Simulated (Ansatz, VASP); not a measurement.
# MgS: VASP beside Ansatz

```
CELL_PARAMETERS angstrom
4.02867 0.00000 0.00000
-2.01434 3.48893 0.00000
0.00000 0.00000 6.45517
ATOMIC_POSITIONS crystal
Mg 0.33333 0.66667 0.99718
Mg 0.66667 0.33333 0.49718
S 0.33333 0.66667 0.37782
S 0.66667 0.33333 0.87782
```

Alike in both runs: functional r2SCAN; k mesh 6 × 6 × 4; occupations gaussian, width 0.02 eV; no spin polarisation.

Ansatz relaxed the structure, and its values are those at the end. VASP's run is a single point on that final structure, the one shown.

|  | VASP | Ansatz |
| --- | --- | --- |
| version | VASP 6.6.1 | Ansatz 0.2.0 |
| potentials or method | VASP PAW PBE potentials, release 64 (Mg, S) | scalar-relativistic, plane waves, PAW |
| plane-wave cutoff (eV) | 520 | 500 |
| valence electrons in the cell | 16 | 32 |

```tsv
	VASP	Ansatz	Ansatz less VASP
gap on the k mesh at the Fermi level (eV)	4.13	4.15	+0.013
least direct gap on the mesh (eV)	4.13	4.15	+0.013
pressure (GPa)	-0.3	0.0	+0.29
```

With one functional, cell and mesh, what is left measures potentials, basis and numerics. The two sets of potentials don't hold the same shells in valence.

Caveats: the PAW data sets were made with another functional, which shifts forces and pressure a little (VASP).
